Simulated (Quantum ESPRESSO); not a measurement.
# BP: zone-centre phonons and dielectric response under several settings

```
P B
1.0
     0.00000    2.26900    2.26900
     2.26900    0.00000    2.26900
     2.26900    2.26900    0.00000
P B
1 1
Direct
  0.75000 0.75000 0.75000
  0.00000 0.00000 0.00000
```

All runs used Quantum ESPRESSO 7.5; k mesh 8 × 8 × 8, shifted; no spin polarisation; cutoff 1034 eV; occupations smeared at first, fixed for the response.

| level | potentials | geometry | volume (Å³/atom) | pressure (GPa) | lowest optical mode without the field (cm⁻¹) | highest mode with the field (cm⁻¹) | ε∞ (mean) | ε0 (mean) | Born charge of atom 1 (e) |
| --- | --- | --- | --- | --- | --- | --- | --- | --- | --- |
| LDA | PseudoDojo 0.4.1 SR LDA standard | relaxed cell | 11.29 | 0.0 | 821 | 829 | 9.14 | 9.3 | 0.64 |
| LDA | PseudoDojo 0.4.1 SR LDA standard | given cell, atoms relaxed | 11.68 | -5.6 | 794 | 799 | 9.16 | 9.3 | 0.54 |
| PBE | PseudoDojo 0.4.1 SR PBE standard | relaxed cell | ? | 0.0 | ? | ? | ? | ? | ? |

What stands in the row left open?

Volume 11.75 Å³/atom; lowest optical mode without the field 800 cm⁻¹; highest mode with the field 805 cm⁻¹; ε∞ 9.12; ε0 9.2; Born charge of atom 1 0.50 e.

Caveats: the cell is more than 3 GPa from zero pressure, which shifts response properties (some runs).
